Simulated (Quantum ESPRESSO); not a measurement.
# Cu (Fm-3m) in Quantum ESPRESSO: reference runs

Reference runs on Cu: the cell as given.

Program: Quantum ESPRESSO 7.5. These are calculated values, not measurements. Logs are shortened: lines on timing, memory, paths and dates and some standing lists are left out, and cuts for length are marked.

## Step 1: Starting point

Symmetry: Fm-3m, No. 225, cubic system. Conventional cell: a = 3.615 Å, b = 3.615 Å, c = 3.615 Å, α = 90.00°, β = 90.00°, γ = 90.00°. Cu (site symmetry m-3m) has 12 Cu at 2.56 Å as nearest neighbours.

## Step 2: Single point, PBEsol

pw.in

```
&CONTROL
  calculation = 'scf'
  prefix = 'pwscf'
  outdir = './tmp'
  pseudo_dir = './pseudo'
  tprnfor = .true.
  tstress = .true.
  disk_io = 'low'
/
&SYSTEM
  ibrav = 0
  nat = 1
  ntyp = 1
  ecutwfc = 56
  ecutrho = 448
  nbnd = 16
  occupations = 'smearing'
  smearing = 'fd'
  degauss = 0.00367493
/
&ELECTRONS
  conv_thr = 2d-10
  electron_maxstep = 120
  mixing_beta = 0.5
/
ATOMIC_SPECIES
Cu    63.5460 cu_pbesol_v1.2.uspp.F.UPF
CELL_PARAMETERS angstrom
   0.0000000000    1.8075000000    1.8075000000
   1.8075000000    0.0000000000    1.8075000000
   1.8075000000    1.8075000000    0.0000000000
ATOMIC_POSITIONS crystal
Cu     0.0000000000    0.0000000000    0.0000000000
K_POINTS automatic
13 13 13 0 0 0
```

pp_density.in

```
&INPUTPP
  prefix = 'pwscf'
  outdir = './tmp'
  filplot = 'density.dat'
  plot_num = 0
/
&PLOT
  nfile = 1
  filepp(1) = 'density.dat'
  iflag = 3
  output_format = 6
  fileout = 'density.cube'
/
```

pp_potential.in

```
&INPUTPP
  prefix = 'pwscf'
  outdir = './tmp'
  filplot = 'potential.dat'
  plot_num = 11
/
&PLOT
  nfile = 1
  filepp(1) = 'potential.dat'
  iflag = 3
  output_format = 6
  fileout = 'potential.cube'
/
```

Potentials or basis: GBRV 1.5 PBEsol.

Command:

```
> OMP_NUM_THREADS=1 mpirun -n 2 pw.x -nk 2 -in pw.in > pw.out
> OMP_NUM_THREADS=1 mpirun -n 1 pp.x -in pp_density.in > pp_density.out
> OMP_NUM_THREADS=1 mpirun -n 1 pp.x -in pp_potential.in > pp_potential.out
```

pw.out:

```text
This program is part of the open-source Quantum ESPRESSO suite
     for quantum simulation of materials; please cite
         "P. Giannozzi et al., J. Phys.:Condens. Matter 21 395502 (2009);
         "P. Giannozzi et al., J. Phys.:Condens. Matter 29 465901 (2017);
         "P. Giannozzi et al., J. Chem. Phys. 152 154105 (2020);
     in publications or presentations arising from this work. More details at

     Message from routine setup:
     using ibrav=0 with symmetry is DISCOURAGED, use correct ibrav instead

     K-points division:     npool     =       2
     Subspace diagonalization in iterative solution of the eigenvalue problem:
     a serial algorithm will be used

     G-vector sticks info
     --------------------
     sticks:   dense  smooth     PW     G-vecs:    dense   smooth      PW
     Sum         721     361    121                12675     4573     893

     Using Slab Decomposition

     bravais-lattice index     =            0
     lattice parameter (alat)  =       4.8305  a.u.
     unit-cell volume          =      79.7006 (a.u.)^3
     number of atoms/cell      =            1
     number of atomic types    =            1
     number of electrons       =        19.00
     number of Kohn-Sham states=           16
     kinetic-energy cutoff     =      56.0000  Ry
     charge density cutoff     =     448.0000  Ry
     scf convergence threshold =      2.0E-10
     mixing beta               =       0.5000
     number of iterations used =            8  plain     mixing
     Exchange-correlation= SLA  PW   PSX  PSC
                           (   1   4  10   8   0   0   0)

     celldm(1)=   4.830501  celldm(2)=   0.000000  celldm(3)=   0.000000
     celldm(4)=   0.000000  celldm(5)=   0.000000  celldm(6)=   0.000000

     crystal axes: (cart. coord. in units of alat)
               a(1) = (   0.000000   0.707107   0.707107 )
               a(2) = (   0.707107   0.000000   0.707107 )
               a(3) = (   0.707107   0.707107   0.000000 )

     reciprocal axes: (cart. coord. in units 2 pi/alat)
               b(1) = ( -0.707107  0.707107  0.707107 )
               b(2) = (  0.707107 -0.707107  0.707107 )
               b(3) = (  0.707107  0.707107 -0.707107 )

     PseudoPot. # 1 for Cu read from file:
     cu_pbesol_v1.2.uspp.F.UPF
     Pseudo is Ultrasoft + core correction, Zval = 19.0
     Generated by new atomic code, or converted to UPF format
     Using radial grid of  867 points,  6 beta functions with:
                l(1) =   0
                l(2) =   0
                l(3) =   1
                l(4) =   1
                l(5) =   2
                l(6) =   2
     Q(r) pseudized with  8 coefficients,  rinner =    1.150   1.150   1.150
                                                       1.150   1.150

     atomic species   valence    mass     pseudopotential
     Cu               19.00    63.54600     Cu( 1.00)

     48 Sym. Ops., with inversion, found

   Cartesian axes

     site n.     atom                  positions (alat units)
         1        Cu     tau(   1) = (   0.0000000   0.0000000   0.0000000  )

     number of k points=    84  Fermi-Dirac smearing, width (Ry)=  0.0037
                       cart. coord. in units 2pi/alat
        k(    1) = (   0.0000000   0.0000000   0.0000000), wk =   0.0009103
        k(    2) = (   0.0543928   0.0543928  -0.0543928), wk =   0.0072827
        k(    3) = (   0.1087857   0.1087857  -0.1087857), wk =   0.0072827
        k(    4) = (   0.1631785   0.1631785  -0.1631785), wk =   0.0072827
        k(    5) = (   0.2175713   0.2175713  -0.2175713), wk =   0.0072827
        k(    6) = (   0.2719641   0.2719641  -0.2719641), wk =   0.0072827
[... 76 lines left out ...]
        k(   83) = (   0.0000000  -0.4351426   0.6527140), wk =   0.0218480
        k(   84) = (  -0.0543928  -0.3807498   0.7071068), wk =   0.0218480

     Dense  grid:    12675 G-vectors     FFT dimensions: (  36,  36,  36)

     Smooth grid:     4573 G-vectors     FFT dimensions: (  24,  24,  24)

     Check: negative core charge=   -0.000002

     Initial potential from superposition of free atoms

     starting charge      18.0000, renormalised to      19.0000
     Starting wfcs are   13 randomized atomic wfcs +    3 random wfcs

     Self-consistent Calculation

     iteration #  1     ecut=    56.00 Ry     beta= 0.50
     Davidson diagonalization with overlap
     ethr =  1.00E-02,  avg # of iterations =  6.0

     total energy              =    -400.78541226 Ry
     estimated scf accuracy    <       5.43076306 Ry

     iteration #  2     ecut=    56.00 Ry     beta= 0.50
     Davidson diagonalization with overlap
     ethr =  1.00E-02,  avg # of iterations =  3.0

     total energy              =    -402.94648612 Ry
     estimated scf accuracy    <       5.85648097 Ry

     iteration #  3     ecut=    56.00 Ry     beta= 0.50
     Davidson diagonalization with overlap
     ethr =  1.00E-02,  avg # of iterations =  2.0
[... 78 lines left out ...]
     total energy              =    -403.51268521 Ry
     estimated scf accuracy    <       0.00000050 Ry

     iteration # 15     ecut=    56.00 Ry     beta= 0.50
     Davidson diagonalization with overlap
     ethr =  2.62E-09,  avg # of iterations =  1.0

     total energy              =    -403.51268528 Ry
     estimated scf accuracy    <          9.0E-10 Ry

     iteration # 16     ecut=    56.00 Ry     beta= 0.50
     Davidson diagonalization with overlap
     ethr =  4.72E-12,  avg # of iterations =  3.8

     End of self-consistent calculation

          k = 0.0000 0.0000 0.0000 (   537 PWs)   bands (ev):

   -96.3397 -53.8199 -53.8199 -53.8199   6.4292  12.8880  12.8880  12.8880
    13.7243  13.7243  38.4463  41.0406  41.0406  41.0406  43.5619  43.5619

          k = 0.0544 0.0544-0.0544 (   549 PWs)   bands (ev):

   -96.3389 -53.8261 -53.8208 -53.8208   6.6449  12.8417  12.9284  12.9284
    13.7087  13.7087  37.0104  39.3550  40.4345  40.4345  44.4678  44.4678

          k = 0.1088 0.1088-0.1088 (   552 PWs)   bands (ev):

   -96.3366 -53.8435 -53.8234 -53.8234   7.2774  12.7283  13.0159  13.0159
    13.6941  13.6941  33.1601  38.9352  39.5221  39.5221  45.4128  45.8963

          k = 0.1632 0.1632-0.1632 (   564 PWs)   bands (ev):

   -96.3335 -53.8680 -53.8271 -53.8271   8.2694  12.6274  13.0527  13.0527
    13.7694  13.7694  29.2403  38.4736  38.7838  38.7838  44.7756  45.4279
[... 388 lines left out ...]
   -96.3210 -53.9100 -53.8745 -53.8611  11.4640  11.8140  13.1484  13.9299
    14.4220  18.9851  24.1671  25.0185  26.1611  38.9038  41.3331  49.6593

          k = 0.0000-0.4351 0.6527 (   562 PWs)   bands (ev):

   -96.3209 -53.9030 -53.8836 -53.8604  11.6505  11.9840  12.8258  13.7741
    14.4203  20.6026  22.6865  23.8195  26.4542  40.0583  44.2046  47.6464

          k =-0.0544-0.3807 0.7071 (   556 PWs)   bands (ev):

   -96.3210 -53.8972 -53.8883 -53.8608  11.7533  12.2320  12.4727  13.6937
    14.4214  20.7277  22.6865  24.6767  25.1183  43.0232  43.9047  46.0774

     the Fermi energy is    16.0549 ev

!    total energy              =    -403.51268528 Ry
     estimated scf accuracy    <          5.7E-11 Ry
     smearing contrib. (-TS)   =      -0.00019909 Ry
     internal energy E=F+TS    =    -403.51248619 Ry

     The total energy is F=E-TS. E is the sum of the following terms:
     one-electron contribution =    -268.18335804 Ry
     hartree contribution      =     145.34645533 Ry
     xc contribution           =     -38.39070562 Ry
     ewald contribution        =    -242.28487785 Ry

     convergence has been achieved in  16 iterations

     Forces acting on atoms (cartesian axes, Ry/au):

     atom    1 type  1   force =     0.00000000    0.00000000    0.00000000

     Total force =     0.000000     Total SCF correction =     0.000000

     Computing stress (Cartesian axis) and pressure

          total   stress  (Ry/bohr**3)                   (kbar)     P=      -65.80
  -0.00044729  -0.00000000   0.00000000          -65.80       -0.00        0.00
  -0.00000000  -0.00044729   0.00000000           -0.00      -65.80        0.00
   0.00000000   0.00000000  -0.00044729            0.00        0.00      -65.80

=------------------------------------------------------------------------------=
   JOB DONE.
=------------------------------------------------------------------------------=
```

pp_potential.out:

```text
This program is part of the open-source Quantum ESPRESSO suite
     for quantum simulation of materials; please cite
         "P. Giannozzi et al., J. Phys.:Condens. Matter 21 395502 (2009);
         "P. Giannozzi et al., J. Phys.:Condens. Matter 29 465901 (2017);
         "P. Giannozzi et al., J. Chem. Phys. 152 154105 (2020);
     in publications or presentations arising from this work. More details at

     IMPORTANT: XC functional enforced from input :
     Exchange-correlation= PBESOL
                           (   1   4  10   8   0   0   0)
     Any further DFT definition will be discarded
     Please, verify this is what you really want

     G-vector sticks info
     --------------------
     sticks:   dense  smooth     PW     G-vecs:    dense   smooth      PW
     Sum         721     361    121                12675     4573     893

     Using Slab Decomposition

     Check: negative core charge=   -0.000002

     Calling punch_plot, plot_num =  11
     Writing data to file  potential.dat
     Reading data from file  potential.dat

     Writing data to be plotted to file potential.cube
     Plot Type: 3D                     Output format: Gaussian cube

=------------------------------------------------------------------------------=
   JOB DONE.
=------------------------------------------------------------------------------=
```

Run time: 8.8 s. Hardware: 2 MPI ranks of Intel Xeon 6975P-C (Granite Rapids), shared host; peak memory 0.14 GiB.

What came out:

- Free energy: -5490.0698 eV
- Pressure: -6.6 GPa
- Band gap on the k mesh: none (metal or under the smearing width)
